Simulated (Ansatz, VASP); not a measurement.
## One calculation of TaN, two programs

```xyz
2
Lattice="2.9239 0.0000 0.0000 -1.4619 2.5321 0.0000 0.0000 0.0000 2.8709" Properties=species:S:1:pos:R:3 pbc="T T T"
Ta    0.0000    0.0000    1.4355
N     1.4619    0.8440    0.0000
```

Alike in both runs: functional PBEsol; k mesh 12 × 12 × 12; occupations fermi-dirac, width 0.05 eV; no spin polarisation.

Ansatz relaxed the structure, and its values are those at the end. VASP's run is a single point on that final structure, the one shown.

|  | VASP | Ansatz |
| --- | --- | --- |
| version | VASP 6.6.1 | Ansatz 0.2.0 |
| potentials or method | VASP PAW PBE potentials, release 64 (Ta_pv, N) | PAW with Ansatz's default frozen-core files, scalar-relativistic |
| plane-wave cutoff (eV) | 520 | 420 |
| valence electrons in the cell | 16 | 18 |

```tsv
	VASP	Ansatz	Ansatz less VASP
pressure (GPa)	0.8	0.0	-0.85
```

The two sets of potentials don't hold the same shells in valence.

Caveats: the PAW data sets were made with another functional, which shifts forces and pressure a little (VASP). The runs have no spin-orbit coupling, so splittings on Ta are missing.
